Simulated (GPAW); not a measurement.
The system is Zr2O.

```
Zr O
1.0
     4.87635    0.00000    0.00000
     0.00000    4.87635    0.00000
     0.00000    0.00000    4.87635
Zr O
4 2
Direct
  0.75000 0.75000 0.75000
  0.25000 0.75000 0.25000
  0.75000 0.25000 0.25000
  0.25000 0.25000 0.75000
  0.50000 0.50000 0.50000
  0.00000 0.00000 0.00000
```

The cell comes from a database or a generator and needn't be the stable form of this composition.

Base run:

* Program: GPAW 26.7.0
* Functional: PBEsol
* Potentials or basis: PAW data sets generated in the run's folder for this functional
* Cutoff: 800 eV
* Basis: pw
* k mesh: 5 × 5 × 5
* Occupations: fermi-dirac, width 0.05 eV
* Spin: no spin polarisation
* Hubbard terms: Zr d U = 2 eV

Its results: pressure -3.4 GPa.

Q: The run is repeated on the same cell with these changes: hubbard terms from Zr d U = 2 eV to Zr d U = 4 eV. What comes out?

A: Pressure 0.4 GPa.

Caveats: U without spin polarisation on a metal has little footing.
